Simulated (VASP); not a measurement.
Crystal: GaAs.

```xyz
2
Lattice="0.0000 2.8314 2.8314 2.8314 0.0000 2.8314 2.8314 2.8314 0.0000" Properties=species:S:1:pos:R:3 pbc="T T T"
Ga    0.0000    0.0000    0.0000
As    1.4157    1.4157    1.4157
```

Base run:

```yaml
Program: VASP 6.6.1
Functional: TB-mBJ
Potentials_or_basis: VASP PAW PBE potentials, release 64 (Ga_d, As)
Cutoff: 520 eV
k_mesh: 10 × 10 × 10
Occupations: gaussian, width 0.03 eV
Spin: no spin polarisation
```

Its results: band gap on the k mesh 1.55 eV, direct.

Q: The run is repeated on the same cell with these changes: functional from TB-mBJ to LDA; potentials or basis from VASP PAW PBE potentials, release 64 (Ga_d, As) to VASP PAW LDA potentials, release 64 (Ga_d, As). What comes out?

A: Band gap on the k mesh 0.30 eV, direct.
